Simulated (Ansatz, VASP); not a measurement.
# MoH5: VASP beside Ansatz

```
H Mo
1.0
     2.70043    0.00000    0.00000
     0.00000    2.70043    0.00000
     0.00000    0.00000    4.82581
H Mo
5 1
Direct
  0.50000 0.50000 0.41182
  0.50000 0.50000 0.58818
  0.00000 0.00000 0.30266
  0.00000 0.00000 0.69734
  0.00000 0.00000 0.50000
  0.50000 0.50000 0.00000
```

Change from the starting cell: species swapped into the Hf5Pb type (P4/mmm, No. 123).

Alike in both runs: functional PBE; k mesh 6 × 6 × 4; occupations gaussian, width 0.1 eV; no spin polarisation.

Ansatz relaxed the structure, and its values are those at the end. VASP's run is a single point on that final structure, the one shown.

|  | VASP | Ansatz |
| --- | --- | --- |
| version | VASP 6.6.1 | Ansatz 0.2.0 |
| potentials or method | VASP PAW PBE potentials, release 64 (H, Mo_sv) | scalar-relativistic, plane waves, PAW |
| plane-wave cutoff (eV) | 520 | 420 |
| valence electrons in the cell | 19 | 19 |

```csv
,VASP,Ansatz,Ansatz less VASP
gap on the k mesh at the Fermi level (eV),none,none,-
pressure (GPa),-0.1,0.0,+0.10
rms of the force components (eV/Å),0.006,0.006,+0.0002
```

A gap of «none» marks a metal or a gap that the smearing closes. The functional is the same, so the differences come from potentials, cutoffs and numerics.

Caveats: the k mesh is coarse (spacing up to 0.39 Å⁻¹), so the values aren't converged.
